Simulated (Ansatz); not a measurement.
# Si (Fd-3m) in Ansatz: further runs

One crystal, Si, is run at these levels: PBE exchange only; tasks: single point, equation of state.

Everything below comes from runs of Ansatz 0.2.0. Logs are shortened: lines on timing, memory, paths and dates and some standing lists are left out, and cuts for length are marked.

## Step 1: The structure

Symmetry: Fd-3m, No. 227, cubic system. Conventional cell: a = 5.444 Å, b = 5.444 Å, c = 5.444 Å, α = 90.00°, β = 90.00°, γ = 90.00°. Around Si (site symmetry -43m) lie 4 Si at 2.36 Å.

## Step 2: Single point, PBE exchange only, spin-orbit coupling, no magnetisation, 18.95 Å³/atom (volume scaled by 0.94)

The input, input.yaml:

```yaml
crystal:
  lattice:
    - [0.0, 2.6662876123, 2.6662876123]
    - [2.6662876123, 0.0, 2.6662876123]
    - [2.6662876123, 2.6662876123, 0.0]
  atoms:
    - { symbol: Si, position: [0.5, 0.5, 0.5] }
    - { symbol: Si, position: [0.75, 0.75, 0.75] }
kpoints:
  mp_grid: { grid: [6, 6, 6] }
scf:
  occupations: { method: fermi_dirac, width: 0.1 }
hamiltonian:
  xc: { exchange: pbe, correlation: none }
  pseudopotentials: { kind: all_electron, lapw: { basis_error: 0.001 } }
magnetization:
  noncollinear: true
  spin_orbit: true
output:
  forces: true
  stress: true
  eigenvalues: true
```

Potentials or basis: all-electron LAPW, relativistic spinors.

Started as:

```console
ansatz run input.yaml --threads 1 --pin off --max-ram 2560MiB --backend cpu --events-out ev --progress --plain --runs-dir out
```

Output:

```text
Warning: RAYON_NUM_THREADS=1 ignored (pool sized by the plan → 1); use --threads N
LAPW: plane waves up to 7.814 Å⁻¹, error target 1.0e-3 eV per atom; Dirac's equation on spinors; Si in spheres of 1.155 Å, 12 of its electrons in bands (how accurate: hamiltonian.pseudopotentials.lapw.basis_error, Limitations)
Engine: ansatz 0.2.0, aarch64-unknown-linux-gnu
Pseudopotentials: kind: all_electron
Pseudopotential: Si, LAPW, valence charge 12, lapw/all_electron/dirac/gaussian/Si, Dirac's equation, gaussian nucleus
Functional definition: unnamed
  exchange = pbe_x
  correlation = 0
non-collinear run that drives no moment, with spin-orbit: no starting moment large enough to seed its density (crystal.atoms[].spin), no starting occupations that ask for one, no magnetisation constraint and no magnetic field, so the semilocal B_xc is pinned to zero
Crystal: 2 atoms, lattice volume = 37.910 Å³
Basis set: ecut = 232.6599677197113 eV, 307 PW (Γ), exchange–correlation at level 2
Bands: 32, of which v1, the nominal top of the filled ones, is band 24 counted from 1 (23 counted from 0)
Symmetry: 48 space group operations + 48 with time reversal
Magnetic group: BNS 227.129 (UNI 1631), of the structure as read, at distance tolerance 3.4e-5 Å
k-points: 16 of 216
Non-local potential: Si, projectors of the file, none
Initial density: superposition of atomic densities (chi_scale 0.1, normalization cell)
Initial wavefunctions: plane waves of lowest kinetic energy (no species holds an atomic orbital)
Functional: x = pbe(κ = 0.804, μ = 0.2195149727645171), c = none
iter 1 solved again at ethr=4.67e-3 eV; its pass at ethr=1.00e-1 eV (dr2=1.12e0 eV) is discarded
SCF iter   1: F=—  HF=-15754.742797 eV  |F-HF|=—  |Δ(HF+E_count)|=         —  Δρ=4.98e-2  dr2=1.12e0  dr2_m=0.00e0 (ungated)  ethr=4.67e-3  |M|=0.00e0 ∫|m|=0.00e0 μB  β_m=0.30  ⟨swp⟩=2.2  Hψ=3625  notcnv=0
preconditioner: auto → none  [insulator: Δε(μ)=1.118 eV  Ē_g=9.907 eV  σ=0.100 eV  W_gap=0.99  n_scr=14 (ndim 8)  ℏωp=17.1 eV  f_vac=0.000  D(μ)=0.00/eV (n_scr^D=0)  ε∞_Penn≈4.0]
SCF iter   2: F=—  HF=-15754.645515 eV  |F-HF|=—  |Δ(HF+E_count)|=   9.73e-2  Δρ=3.31e-2  dr2=4.69e-1  dr2_m=0.00e0 (ungated)  ethr=4.67e-3  |M|=0.00e0 ∫|m|=0.00e0 μB  β_m=0.57  ⟨swp⟩=2.1  Hψ=1413  notcnv=0
iter 3 solved again at ethr=4.01e-6 eV; its pass at ethr=1.95e-3 eV (dr2=9.62e-4 eV) is discarded
SCF iter   3: F=—  HF=-15754.599166 eV  |F-HF|=—  |Δ(HF+E_count)|=   4.63e-2  Δρ=2.25e-3  dr2=9.57e-4  dr2_m=0.00e0 (ungated)  ethr=4.01e-6  |M|=0.00e0 ∫|m|=0.00e0 μB  β_m=0.69  ⟨swp⟩=3.0  Hψ=2556  notcnv=0
SCF iter   4: F=—  HF=-15754.600186 eV  |F-HF|=—  |Δ(HF+E_count)|=         —  Δρ=5.33e-4  dr2=6.93e-5  dr2_m=0.00e0 (ungated)  ethr=3.99e-6  |M|=0.00e0 ∫|m|=0.00e0 μB  β_m=0.73  ⟨swp⟩=3.0  Hψ=1424  notcnv=0
the basis was enlarged: its passes take 2.3 MiB over the memory plan, 1 of 1 planned eigensolver slots
SCF iter   5: F=—  HF=-15754.600252 eV  |F-HF|=—  |Δ(HF+E_count)|=   6.60e-5  Δρ=3.00e-5  dr2=1.81e-7  dr2_m=0.00e0 (ungated)  ethr=2.89e-7  |M|=0.00e0 ∫|m|=0.00e0 μB  β_m=0.80  ⟨swp⟩=3.0  Hψ=1359  notcnv=0
SCF iter   6: F=-15754.600253 eV  HF=-15754.600253 eV  |F-HF|=3.05e-8  |Δ(HF+E_count)|=   9.65e-7  Δρ=6.41e-6  dr2=1.07e-8  dr2_m=0.00e0 (ungated)  ethr=7.54e-10  |M|=0.00e0 ∫|m|=0.00e0 μB  ⟨swp⟩=3.0  Hψ=1425  notcnv=0
SCF 1 converged in 6 iterations: F = -15754.600253 eV  dr2 = 1.07e-8
SCF converged after 6 iterations
Magnetization: |M| = 0.0000 μB,  M = (+0.0000, +0.0000, +0.0000) μB
Absolute magnetization: 0.0000 μB (∫|m|)
  site 0: m = (+0.0000, +0.0000, +0.0000) μB, |m| = 0.0000 μB  (R = 1.15 Å)
  site 1: m = (+0.0000, +0.0000, +0.0000) μB, |m| = 0.0000 μB  (R = 1.15 Å)
Free energy (F): -15754.600253 eV
Harris-Foulkes:  -15754.600253 eV  (|F-HF|=3.05e-8)
Internal energy: -15754.599338 eV  (E = F + TS)
E sigma→0 (E₀):  -15754.599796 eV
Entropy (-TS):   -0.000914 eV (-0.457 meV/atom)
Fermi energy:    9.894875 eV
--- Per-component energies (eV) ---
  E_band       = -1418.687892
  E_kinetic    = 15836.437613
  E_xc         = -1107.575577
  E_electrostatic = -30483.461375  (all electrons and nuclei)
  E_smearing   = -0.000914  (= −TS)
  E_closure    = 0.000000  (closes the sum)
  E_atoms      = -15747.056953  (free atoms, spherical and without spin; not in F)
  Σ components = -15754.600253   (vs F -15754.600253, Δ=0.00e0)
  Basis errors (estimates in eV, not in F): energy 4.9e-4 per atom: plane waves 4.6e-4 (2.8e-4 summed), levels above the bands 1.0e-26, relativity 3.6e-8, radial functions 2.7e-5, core shells 1.0e-12; eigenvalues (radial functions only) 8.1e-7; not estimated: angular momenta, meshes, grids; target (lapw.basis_error) 1.0e-3; muffin-tin radii Si 1.155 Å
--- Forces (eV/Å), atoms counted from 1 ---
  atom   1  Si    -0.00000000    -0.00000000     0.00000000
  atom   2  Si     0.00000000     0.00000000    -0.00000000
  max |Σ_I F_I| component: 8.67e-18 eV/Å
--- Stress (GPa, compression-positive) ---
       17.635169      -0.000000      -0.000000
       -0.000000      17.635169       0.000000
       -0.000000       0.000000      17.635169
  P = ⅓ Tr σ = 17.6352 GPa (176.352 kbar)
--- Band table (eV; the first three rows and the last of 16) ---
  k-point 0: bands = ["-123.7481", "-123.7481", "-123.7378", "-123.7378", "-80.3371", "-80.3371", "-80.3162", "-80.3162", "-79.6912", "-79.6912", "-79.6912", "-79.6912", "-79.6696", "-79.6696", "-79.6696", "-79.6696", "-2.7177", "-2.7177", "9.5045", "9.5045", "9.5546", "9.5546", "9.5546", "9.5546", "12.2047", "12.2047", "12.2408", "12.2408", "12.2408", "12.2408", "13.6010", "13.6010"]
  k-point 1: bands = ["-123.7476", "-123.7476", "-123.7383", "-123.7383", "-80.3362", "-80.3362", "-80.3173", "-80.3173", "-79.6917", "-79.6917", "-79.6898", "-79.6898", "-79.6710", "-79.6710", "-79.6692", "-79.6692", "-2.3423", "-2.3423", "7.1564", "7.1564", "9.0622", "9.0622", "9.0949", "9.0949", "12.1728", "12.1728", "12.8824", "12.8824", "12.9068", "12.9068", "15.5596", "15.5596"]
  k-point 2: bands = ["-123.7463", "-123.7463", "-123.7395", "-123.7395", "-80.3337", "-80.3337", "-80.3199", "-80.3199", "-79.6925", "-79.6925", "-79.6859", "-79.6859", "-79.6748", "-79.6748", "-79.6684", "-79.6684", "-1.2856", "-1.2856", "4.1189", "4.1189", "8.4985", "8.4985", "8.5316", "8.5316", "11.6221", "11.6221", "13.1707", "13.1707", "13.1886", "13.1886", "17.7279", "17.7279"]
  k-point 15: bands = ["-123.7429", "-123.7429", "-123.7429", "-123.7429", "-80.3270", "-80.3270", "-80.3268", "-80.3268", "-79.6915", "-79.6915", "-79.6833", "-79.6833", "-79.6773", "-79.6773", "-79.6693", "-79.6693", "1.7145", "1.7145", "1.7196", "1.7196", "5.7903", "5.7903", "5.8026", "5.8026", "12.4593", "12.4593", "12.4653", "12.4653", "16.6139", "16.6139", "16.6242", "16.6242"]
```

Wall time 14 s (1 thread of Arm Neoverse V1, shared host); peak memory 0.28 GiB.

What came out:

* Free energy: -15754.6003 eV
* Pressure: 17.6 GPa
* Band gap on the k mesh: 0.82 eV, indirect (least direct gap 2.65 eV)

## Step 3: Single point, PBE exchange only, spin-orbit coupling, no magnetisation, 19.36 Å³/atom (volume scaled by 0.96)

input.yaml: that of step 2 with these lines changed.

```diff
@@ -2,5 +2,5 @@
   lattice:
-    - [0.0, 2.6662876123, 2.6662876123]
-    - [2.6662876123, 0.0, 2.6662876123]
-    - [2.6662876123, 2.6662876123, 0.0]
+    - [0.0, 2.6850649043, 2.6850649043]
+    - [2.6850649043, 0.0, 2.6850649043]
+    - [2.6850649043, 2.6850649043, 0.0]
   atoms:
```

Potentials or basis: all-electron LAPW, relativistic spinors.

Started as:

```console
ansatz run input.yaml --threads 1 --pin off --max-ram 2560MiB --backend cpu --events-out ev --progress --plain --runs-dir out
```

Wall time 14 s (1 thread of Arm Neoverse V1, shared host); peak memory 0.28 GiB.

The run converged. Its results:

```
Free energy            : -15754.6820 eV
Pressure               : 14.9 GPa
Band gap on the k mesh : 0.87 eV, indirect (least direct gap 2.64 eV)
```

## Step 4: Single point, PBE exchange only, spin-orbit coupling, no magnetisation, 19.76 Å³/atom (volume scaled by 0.98)

input.yaml: that of step 3 with these lines changed.

```diff
@@ -2,5 +2,5 @@
   lattice:
-    - [0.0, 2.6850649043, 2.6850649043]
-    - [2.6850649043, 0.0, 2.6850649043]
-    - [2.6850649043, 2.6850649043, 0.0]
+    - [0.0, 2.7035831784, 2.7035831784]
+    - [2.7035831784, 0.0, 2.7035831784]
+    - [2.7035831784, 2.7035831784, 0.0]
   atoms:
```

Started as:

```console
ansatz run input.yaml --threads 1 --pin off --max-ram 2560MiB --backend cpu --events-out ev --progress --plain --runs-dir out
```

Run time: 15 s. Hardware: 1 thread of Arm Neoverse V1, shared host; peak memory 0.28 GiB.

It converged, with:

```yaml
Free_energy: -15754.7508 eV
Pressure: 12.5 GPa
Band_gap_on_the_k_mesh: 0.90 eV, indirect (least direct gap 2.63 eV)
```

## Step 5: Single point, PBE exchange only, spin-orbit coupling, no magnetisation, 20.16 Å³/atom

input.yaml: that of step 4 with these lines changed.

```diff
@@ -2,5 +2,5 @@
   lattice:
-    - [0.0, 2.7035831784, 2.7035831784]
-    - [2.7035831784, 0.0, 2.7035831784]
-    - [2.7035831784, 2.7035831784, 0.0]
+    - [0.0, 2.7218511865, 2.7218511865]
+    - [2.7218511865, 0.0, 2.7218511865]
+    - [2.7218511865, 2.7218511865, 0.0]
   atoms:
```

Started as:

```console
ansatz run input.yaml --threads 1 --pin off --max-ram 2560MiB --backend cpu --events-out ev --progress --plain --runs-dir out
```

It took 14 s on 1 thread of Arm Neoverse V1, shared host; peak memory 0.28 GiB.

Results (log left out):

| Item | Value |
| --- | --- |
| Free energy | -15754.8078 eV |
| Pressure | 10.2 GPa |
| Band gap on the k mesh | 0.93 eV, indirect (least direct gap 2.62 eV) |

## Step 6: Single point, PBE exchange only, spin-orbit coupling, no magnetisation, 20.57 Å³/atom (volume scaled by 1.02)

input.yaml: that of step 5 with these lines changed.

```diff
@@ -2,5 +2,5 @@
   lattice:
-    - [0.0, 2.7218511865, 2.7218511865]
-    - [2.7218511865, 0.0, 2.7218511865]
-    - [2.7218511865, 2.7218511865, 0.0]
+    - [0.0, 2.7398772164, 2.7398772164]
+    - [2.7398772164, 0.0, 2.7398772164]
+    - [2.7398772164, 2.7398772164, 0.0]
   atoms:
```

Potentials or basis: all-electron LAPW, relativistic spinors.

Started as:

```console
ansatz run input.yaml --threads 1 --pin off --max-ram 2560MiB --backend cpu --events-out ev --progress --plain --runs-dir out
```

Run time: 14 s. Hardware: 1 thread of Arm Neoverse V1, shared host; peak memory 0.28 GiB.

The run converged. Its results:

- Free energy: -15754.8540 eV
- Pressure: 8.2 GPa
- Band gap on the k mesh: 0.95 eV, indirect (least direct gap 2.61 eV)

## Step 7: Single point, PBE exchange only, spin-orbit coupling, no magnetisation, 20.97 Å³/atom (volume scaled by 1.04)

input.yaml: that of step 6 with these lines changed.

```diff
@@ -2,5 +2,5 @@
   lattice:
-    - [0.0, 2.7398772164, 2.7398772164]
-    - [2.7398772164, 0.0, 2.7398772164]
-    - [2.7398772164, 2.7398772164, 0.0]
+    - [0.0, 2.7576691254, 2.7576691254]
+    - [2.7576691254, 0.0, 2.7576691254]
+    - [2.7576691254, 2.7576691254, 0.0]
   atoms:
```

Started as:

```console
ansatz run input.yaml --threads 1 --pin off --max-ram 2560MiB --backend cpu --events-out ev --progress --plain --runs-dir out
```

Wall time 15 s (1 thread of Arm Neoverse V1, shared host); peak memory 0.28 GiB.

Results (log left out):

- Free energy: -15754.8906 eV
- Pressure: 6.4 GPa
- Band gap on the k mesh: 0.98 eV, indirect (least direct gap 2.60 eV)

## Step 8: Single point, PBE exchange only, spin-orbit coupling, no magnetisation, 21.37 Å³/atom (volume scaled by 1.06)

input.yaml: that of step 7 with these lines changed.

```diff
@@ -2,5 +2,5 @@
   lattice:
-    - [0.0, 2.7576691254, 2.7576691254]
-    - [2.7576691254, 0.0, 2.7576691254]
-    - [2.7576691254, 2.7576691254, 0.0]
+    - [0.0, 2.7752343705, 2.7752343705]
+    - [2.7752343705, 0.0, 2.7752343705]
+    - [2.7752343705, 2.7752343705, 0.0]
   atoms:
```

Started as:

```console
ansatz run input.yaml --threads 1 --pin off --max-ram 2560MiB --backend cpu --events-out ev --progress --plain --runs-dir out
```

It took 14 s on 1 thread of Arm Neoverse V1, shared host; peak memory 0.28 GiB.

It converged, with:

```
Free energy            : -15754.9183 eV
Pressure               : 4.7 GPa
Band gap on the k mesh : 1.00 eV, indirect (least direct gap 2.53 eV)
```

## Step 9: Equation of state, PBE exchange only, spin-orbit coupling, no magnetisation

Potentials or basis: all-electron LAPW, relativistic spinors.

No new run: the results of the series are fitted here.

Results:

```
Equilibrium volume : 22.78 Å³/atom (rough: see the caveat)
Bulk modulus       : 64 GPa (rough)
```

Energy against volume, from the lowest point:
```tsv
volume (Å³/atom)	energy (meV/atom)
18.955	159.03
19.358	118.13
19.761	83.75
20.165	55.27
20.568	32.16
20.971	13.88
21.375	0.00
```

Caveat: the minimum lies outside the volumes run.

## Step 10: For comparison

An earlier run on the cell as given: functional PBE; potentials or basis all-electron LAPW, scalar-relativistic; cutoff 218 eV (chosen from the basis error); basis error allowed 0.001 eV/atom; k mesh 8 × 8 × 8; occupations fermi-dirac, width 0.05 eV; no spin polarisation.

- Pressure: 1.3 GPa
- Band gap on the k mesh: 0.63 eV, indirect (least direct gap 2.56 eV)
